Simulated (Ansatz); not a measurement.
SnO (Pmn2_1) from a database structure, relaxed with r2SCAN+rVV10, was run in Ansatz 0.2.0 under altered settings. All numbers are computed, without spin polarisation but where a row says otherwise.

```yaml
crystal:
  lattice:
    - [3.30311, 0.00000, 0.00000]
    - [0.00000, 5.75771, 0.00000]
    - [0.00000, 0.00000, 4.00081]
  atoms:
    - { symbol: Sn, position: [0.00000, 0.22944, 0.51726] }
    - { symbol: Sn, position: [0.50000, 0.77056, 0.01726] }
    - { symbol: O, position: [0.00000, 0.89353, 0.73274] }
    - { symbol: O, position: [0.50000, 0.10647, 0.23274] }
```

The base run's other keys:
```yaml
kpoints:
  mp_grid: { grid: [4, 2, 4] }
hamiltonian:
  xc: hse06
scf:
  occupations: { method: fixed }
  n_extra_bands: 5
```

It takes 18 iterations with 1485 plane waves at 420 eV and 18 k points, and leaves a mean stress of +0.48 GPa. The gap over this mesh is 2.659 eV. It ran on 4 threads of Arm Neoverse N1 (shared host).

Outcomes, with energy and stress as changes against the base:
```tsv
setting	outcome	ΔF (meV/atom)	Δ mean stress (GPa)	gap on the mesh (eV)	iterations	wall time
hamiltonian.xc: cam_b3lyp	converged	–	+1.0	5.487	18	35 s
PBE hybrid, exx coeff 0.75, unscreened	converged	–	-7.2	6.428	24	39 s
PBE hybrid, exx coeff 0.15, omega 0.3 1/Å	converged	–	+1.6	2.248	18	29 s
scf.occupations: gaussian 0.05	converged	0.0	0.0	2.659	18	30 s
```
A dash marks a value that wasn't obtained or can't be compared. Stress is positive in compression. The base took 31 s. The base's mesh is coarse for a hybrid, so its own values aren't converged.

- hamiltonian.xc: cam_b3lyp. The mean stress moves by +1.0 GPa and the gap on the mesh by +2.828 eV (to 5.487). It's another functional on the same cell, so totals aren't comparable.
- PBE hybrid, exx coeff 0.75, unscreened. That is 75 % exact exchange, at all ranges, against HSE06's 25 % screened at 0.208 1/Å. The mean stress moves by -7.2 GPa and the gap on the mesh by +3.770 eV (to 6.428). Totals of different functionals aren't comparable.
- PBE hybrid, exx coeff 0.15, omega 0.3 1/Å. That is 15 % exact exchange, screened with ω = 0.3 1/Å, against HSE06's 25 % screened at 0.208 1/Å. The mean stress moves by +1.6 GPa and the gap on the mesh by -0.411 eV (to 2.248). Totals of different functionals aren't comparable.

Within 1 meV an atom, 0.1 GPa and 0.005 eV of the base stay: scf.occupations: gaussian 0.05.

No spin-orbit coupling is included; it can move band edges with weight on the heavy atoms by tenths of an eV.

The program warns that its thresholds are loose for a hybrid's stress.

The meshes of the hybrids are coarse, so their gaps aren't converged to the digits shown.
